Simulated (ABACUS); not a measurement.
Runs of ABACUS 3.10.1 on Pb. The structure is cubic, space group Im-3m (No. 229). The conventional cell has a = 3.959 Å, b = 3.959 Å, c = 3.959 Å, α = 90.00°, β = 90.00°, γ = 90.00°. Pb (site symmetry m-3m) has 8 Pb at 3.43 Å as nearest neighbours. This isn't the form of Pb at room conditions, which is fcc.

| task | potentials or basis | cell | orbital files | gap on the mesh (eV) | pressure (GPa) | V0 of scaled cells (Å³/atom) | B0 (GPa) |
| --- | --- | --- | --- | --- | --- | --- | --- |
| equation of state | PseudoDojo NC SR 0.4.1 PBE standard, DZP LCAO (the cutoffs set its grid) | as given | Pb Pb_confined-atom_8au_2s2p2d.orb | - | - | 32.63 | 37 |
| single point | PseudoDojo NC SR 0.4.1 PBE standard, DZP LCAO (the cutoffs set its grid) | as given | Pb Pb_confined-atom_8au_2s2p2d.orb | none | 2.1 | - | - |
| single point | PseudoDojo NC SR 0.4.1 PBE standard, TZDP LCAO (the cutoffs set its grid) | as given | Pb Pb_confined-atom_8au_3s3p3d1f.orb | none | 1.1 | - | - |
| equation of state | PseudoDojo NC SR 0.4.1 PBE standard, TZDP LCAO (the cutoffs set its grid) | as given | Pb Pb_confined-atom_8au_3s3p3d1f.orb | - | - | (a) | 37 |
| single point | PseudoDojo NC SR 0.4.1 PBE standard, DZP LCAO (the cutoffs set its grid) | cell strained at random at fixed volume | Pb Pb_confined-atom_8au_2s2p2d.orb | none | 2.8 | - | - |

Alike in all rows: level PBE; no spin polarisation; k mesh 9 × 9 × 9; cutoff (eV) 1361; smearing fermi-dirac 0.05 eV.

Question: Fill in the values left out.

Answer: (a) 31.88.

Caveats: the atomic orbitals were generated for these runs and aren't a published set; the basis of atomic orbitals isn't converged, which shifts pressures, moduli and gaps.

A k mesh can miss the band edges, and the runs leave out spin-orbit coupling on Pb.

A gap of «none» marks a metal or a gap under the smearing width.
